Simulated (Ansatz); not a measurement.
SiNi: how much site disorder can heat buy?

Level of theory: DFT PBEsol, scalar-relativistic, plane waves, PAW in Ansatz 0.2.0.

Cutoff 420 eV; k points 8×5×6 on the computed 16-atom cell (Γ-centred); Gaussian smearing, width 0.10 eV; no spin polarisation.

The ordered crystal (Pmmn, 11.31 Å³/atom, no gap on the mesh), relaxed at this level:

```
Si Ni
1.0
     2.99260    0.00000    0.00000
     0.00000    3.23643    0.00000
     0.00000    0.00000    4.67278
Si Ni
2 2
Direct
  0.50000 0.50000 0.84259
  0.00000 0.00000 0.15741
  0.50000 0.50000 0.34328
  0.00000 0.00000 0.65672
```

The crystal stands on its own mesh of 14×12×10. The changed cells were relaxed on coarser meshes and computed once more on meshes like the one named, which can leave forces up to 0.25 eV/Å.

In a supercell of 16 atoms, with 8 Ni and 8 Si sites, pairs of Ni and Si were exchanged at random and each cell relaxed without symmetry:

```json
{"pairs": "1", "E − E(crystal) (eV a cell)": "1.31", "per pair (eV)": "1.31", "gap on mesh (eV)": "0.00"}
```

Q: Estimate the equilibrium share of Si on Ni sites against temperature.

A: For dilute pairs, mass action gives x_A x_B = exp(−ΔE/k_BT) for the shares of wrong atoms on the two sublattices. Equal numbers of wrong atoms make x on the Ni sites √(8/8) exp(−ΔE/2k_BT). With ΔE = 1.31 eV from the most dilute cell: 3e-6 at 600 K, 5e-4 at 1000 K, 6e-3 at 1500 K. One per cent is reached near 1650 K, if the crystal still stands there. One draw in a small cell holds the two wrong atoms close to each other and to their images, while the law wants them far apart, so ΔE is uncertain by tenths of an eV, in stiff covalent crystals by an eV or more; vibrations are left out.

This form isn't the usual stable structure of the compound.

Cost: 4 runs of about 13 core-minutes in all (earlier runs that led there not counted), on Intel Xeon Platinum 8488C (Sapphire Rapids) (shared hosts).